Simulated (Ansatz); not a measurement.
We consider rock-salt LiI, described by B3LYP (VWN-RPA form) (plane waves, PAW; Ansatz, a program for electronic structure).

Settings: plane-wave cutoff 460 eV, 8×8×8 k mesh, Fermi–Dirac smearing 0.01 eV, scalar-relativistic PAW data made under PBE.

Cell (measured lattice):

```cif
data_ILi
_chemical_formula_sum 'Li1 I1'
_space_group_name_H-M_alt 'P 1'
_space_group_IT_number 1
_cell_length_a 4.25113
_cell_length_b 4.25113
_cell_length_c 4.25113
_cell_angle_alpha 60.000
_cell_angle_beta 60.000
_cell_angle_gamma 60.000
loop_
_space_group_symop_operation_xyz
  'x, y, z'
loop_
_atom_site_label
_atom_site_type_symbol
_atom_site_fract_x
_atom_site_fract_y
_atom_site_fract_z
_atom_site_occupancy
Li1 Li 0.00000 0.00000 0.00000 1
I1 I 0.50000 0.50000 0.50000 1
```

Task: Give the computed band gap, smallest direct gap on the k points sampled and width of the whole s-p valence band.

Result: 
- band gap = 5.79 eV
- smallest direct gap on the k points sampled = 5.80 eV
- width of the whole s-p valence band = 12.52 eV

Measured, for comparison: band gap 6.4 eV (temperature not stated, no zero-point or thermal correction, our sources range from 6.10 to 6.40; as tabulated in Aguado et al. (1998), arXiv:cond-mat/9809176).

Note: cell and atoms aren't relaxed at this level (pressure 1.1 GPa).

Spin–orbit coupling is not included; with these elements it can move the gap by several tenths of an eV or more.

Computed values are for the static lattice.

Cost on a shared machine: around 4 core-minutes (rough).
